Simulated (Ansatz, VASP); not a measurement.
This is a calculation of WS for Ansatz 0.2.0.

Contents of input.yaml:

```yaml
crystal:
  lattice:
    - [2.9877022105, 0.0, 0.0]
    - [0.0, 2.9877022105, 0.0]
    - [0.0, 0.0, 2.9877022105]
  atoms:
    - { symbol: W, position: [0.5, 0.5, 0.5] }
    - { symbol: S, position: [0.0, 0.0, 0.0] }
hamiltonian:
  xc: pbe
  pseudopotentials: { kind: paw }
kpoints:
  mp_grid: { grid: [9, 9, 9] }
scf:
  occupations: { method: fermi_dirac, width: 0.05 }
output:
  forces: true
  stress: true
  eigenvalues: true
```

Potentials or basis: Ansatz PAW.

The run is started by

```console
$ ansatz run input.yaml --threads 1 --pin off --max-ram 3584MiB --backend cpu --events-out ev --progress --plain --runs-dir out
```

Q: Translate it to VASP 6.6.1. Potentials there: VASP PAW PBE potentials, release 64 (W_sv, S).

A: As run (the cutoff follows the program's own potentials):

File INCAR:

```
SYSTEM = WS
PREC = Accurate
ENCUT = 520
EDIFF = 1E-7
ISMEAR = -1
SIGMA = 0.05
LREAL = .False.
LASPH = .True.
NELM = 100
ALGO = Normal
ISIF = 2
LWAVE = .False.
LCHARG = .False.
GGA = PE
NBANDS = 17
```

Contents of KPOINTS:

```
Automatic mesh
0
Gamma
  9 9 9
  0 0 0
```

POSCAR

```
WS
1.0
    2.9877022105      0.0000000000      0.0000000000
    0.0000000000      2.9877022105      0.0000000000
    0.0000000000      0.0000000000      2.9877022105
W S
1 1
Direct
    0.5000000000      0.5000000000      0.5000000000
    0.0000000000      0.0000000000      0.0000000000
```

Potentials or basis: VASP PAW PBE potentials, release 64 (W_sv, S).

The run is started by

```bash
$ cat potpaw_PBE.64/W_sv/POTCAR potpaw_PBE.64/S/POTCAR > POTCAR
$ mpirun -np 1 vasp_std > vasp.out
```

Both were run:

|  | VASP | Ansatz | Ansatz less VASP |
| --- | --- | --- | --- |
| gap on the k mesh at the Fermi level (eV) | none | none | - |
| pressure (GPa) | 6.0 | 5.5 | -0.46 |

A gap of «none» marks a metal or a gap that the smearing closes. The functional is the same, so the differences come from potentials, cutoffs and numerics.

Spin-orbit coupling is left out, which matters for the levels of W.
